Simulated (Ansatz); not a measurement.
# CdS (Hawleyite): properties at the relaxed cell

This session takes CdS (Hawleyite) and sets out to relax it again with other functionals.

Method: DFT PBE, scalar-relativistic, plane waves, PAW, in Ansatz 0.2.0.

1 further run of the same task is left out (set aside as unsound or not needed).

### 1 The system as given

It takes space group F-43m (No. 216, cubic). Conventional cell: a = 5.926 Å, b = 5.926 Å, c = 5.926 Å, α = 90.00°, β = 90.00°, γ = 90.00°. Around Cd (site symmetry -43m) lie 4 S at 2.57 Å. S (site symmetry -43m) has 4 Cd at 2.57 Å as nearest neighbours.

As a file:

```
Cd S
1.0
     0.00000    2.96321    2.96321
     2.96321    0.00000    2.96321
     2.96321    2.96321    0.00000
Cd S
1 1
Direct
  0.00000 0.00000 0.00000
  0.25000 0.25000 0.25000
```

This cell was relaxed beforehand with the same method: volume 26.02 Å³/atom, gap on the mesh 1.04 eV.

### 2 Relaxing with PBEsol

input.yaml

```yaml
crystal:
  lattice:
    - [0.0, 2.9632113923, 2.9632113923]
    - [2.9632113923, 0.0, 2.9632113923]
    - [2.9632113923, 2.9632113923, 0.0]
  atoms:
    - { symbol: Cd, position: [0.0, 0.0, 0.0] }
    - { symbol: S, position: [0.25, 0.25, 0.25] }
basis:
  ecutwfc: 420
kpoints:
  mp_grid: { grid: [8, 8, 8] }
hamiltonian:
  xc: pbesol
scf:
  occupations: { method: gaussian, width: 0.02 }
output:
  forces: true
  stress: true
  eigenvalues: true
  write_density: true
  write_potential: true
  elf: true
  volumetric_format: npy
relax:
  adjacent_minimum: "off"
  f_tol: 0.005
  max_steps: 50
  cell: { stress_tol: 0.05 }
```

Launch:

```console
$ ansatz run input.yaml --threads 1 --pin off --max-ram 2560MiB --backend cpu --events-out ev --progress --plain --runs-dir out
```

### 3 Relaxing with PBE+D3(BJ)

Edit input.yaml of step 2 so:

```diff
@@ -13,3 +13,4 @@
 hamiltonian:
-  xc: pbesol
+  xc: pbe
+  dispersion: d3bj
 scf:
@@ -20,6 +21,2 @@
   eigenvalues: true
-  write_density: true
-  write_potential: true
-  elf: true
-  volumetric_format: npy
 relax:
```

### 4 The cell under LDA

Edit input.yaml of step 3 so:

```diff
@@ -13,4 +13,3 @@
 hamiltonian:
-  xc: pbe
-  dispersion: d3bj
+  xc: lda
 scf:
```

### 5 The cell under r2SCAN

Edit input.yaml of step 4 so:

```diff
@@ -9,3 +9,3 @@
 basis:
-  ecutwfc: 420
+  ecutwfc: 500
 kpoints:
@@ -13,3 +13,3 @@
 hamiltonian:
-  xc: lda
+  xc: r2scan
 scf:
```

(Steps that only read results are left out.)

**Question.** What will these runs give?

As calculated:

The volumes rise in the order LDA, PBEsol, PBE+D3(BJ), r2SCAN, PBE, over 9.1 %. PBEsol comes nearest to the reported cell (-0.4 %), which holds thermal expansion that these runs lack.
